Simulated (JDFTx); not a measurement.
The system is Re.

```
Re
1.0
     2.76080    0.00000    0.00000
    -1.38040    2.39092    0.00000
     0.00000    0.00000    4.45820
Re
2
Cartesian
  1.3804 0.7970 3.3436
  0.0000 1.5939 1.1145
```

Base run:

* Program: JDFTx 1.7.0 (patched build)
* Functional: PBE
* Potentials or basis: PseudoDojo-SR-PBE-0.5-standard with smoothed tails
* Cutoff: 980 eV
* Density cutoff: 7837 eV
* k mesh: 11 × 11 × 6
* Occupations: fermi-dirac, width 0.05 eV
* Spin: no spin polarisation
* Hubbard terms: Re d U = 8 eV

Its results: band gap on the k mesh none (metal or under the smearing width); pressure -23.7 GPa.

Problem. The run is repeated on the same cell with these changes: hubbard terms from Re d U = 8 eV to Re d U = 3 eV. What comes out?

Solution. Band gap on the k mesh none (metal or under the smearing width); pressure -5.5 GPa.

Caveats: U without spin polarisation on a metal has little footing; the U is typed as a test and isn't derived for this compound.
